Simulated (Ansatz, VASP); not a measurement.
One calculation of KI2, two programs

```xyz
3
Lattice="-2.3402 2.3402 6.0103 2.3402 -2.3402 6.0103 2.3402 2.3402 -6.0103" Properties=species:S:1:pos:R:3 pbc="T T T"
K     0.0000    0.0000    0.0000
I     0.0000    0.0000    4.3700
I     0.0000    0.0000    7.6505
```

Change from the starting cell: species swapped into the TmAu2 type (I4/mmm, No. 139).

Alike in both runs: functional PBE; k mesh 6 × 6 × 6; occupations gaussian, width 0.1 eV; no spin polarisation.

Ansatz relaxed the structure, and its values are those at the end. VASP's run is a single point on that final structure, the one shown.

|  | VASP | Ansatz |
| --- | --- | --- |
| version | VASP 6.6.1 | Ansatz 0.2.0 |
| potentials or method | VASP PAW PBE potentials, release 64 (K_sv, I) | scalar-relativistic, plane waves, PAW |
| plane-wave cutoff (eV) | 520 | 420 |
| valence electrons in the cell | 23 | 43 |

```csv
,VASP,Ansatz,Ansatz less VASP
gap on the k mesh at the Fermi level (eV),none,none,-
pressure (GPa),0.0,0.0,-0.01
rms of the force components (eV/Å),0.004,0.004,-0.0003
```

A gap of «none» marks a metal or a gap that the smearing closes. The functional is the same, so the differences come from potentials, cutoffs and numerics. The two sets of potentials don't hold the same shells in valence.

Caveats: an odd number of electrons without spin polarisation forces a metal; a magnetic or distorted state may lie lower. Spin-orbit coupling is left out, which matters for the levels of I.
